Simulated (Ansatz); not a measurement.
Crystal: Pd.

```
CELL_PARAMETERS angstrom
0.00000 1.94650 1.94650
1.94650 0.00000 1.94650
1.94650 1.94650 0.00000
ATOMIC_POSITIONS crystal
Pd 0.00000 0.00000 0.00000
```

Program: Ansatz 0.2.0. Alike in all runs: cell as given; k mesh 12 × 12 × 12. Hardware: 1 thread of Arm Neoverse V1 (shared host).

Problem. Order these runs on this cell by their wall time, lowest first.
A. task atomic charges; level revPBE; potentials or basis JTH PAW; spin non-collinear, ferromagnetic start; cutoff (eV) 1110; smearing fermi-dirac 0.01 eV
B. task projected density of states; level PBEsol+D3(BJ); potentials or basis Ansatz PAW; spin non-collinear, random start, SOC; cutoff (eV) 420; smearing fermi-dirac 0.1 eV
C. task atomic charges; level PBE+D3(BJ); potentials or basis Ansatz NC; spin off; cutoff (eV) 1116; smearing cold 0.01 eV; other keys scf.eigensolver.kind = davidson; hamiltonian.xc = pbe

Solution. C (4.2 s), A (36 s), B (380 s).

Caveats: the starting moments weren't kept (some runs).
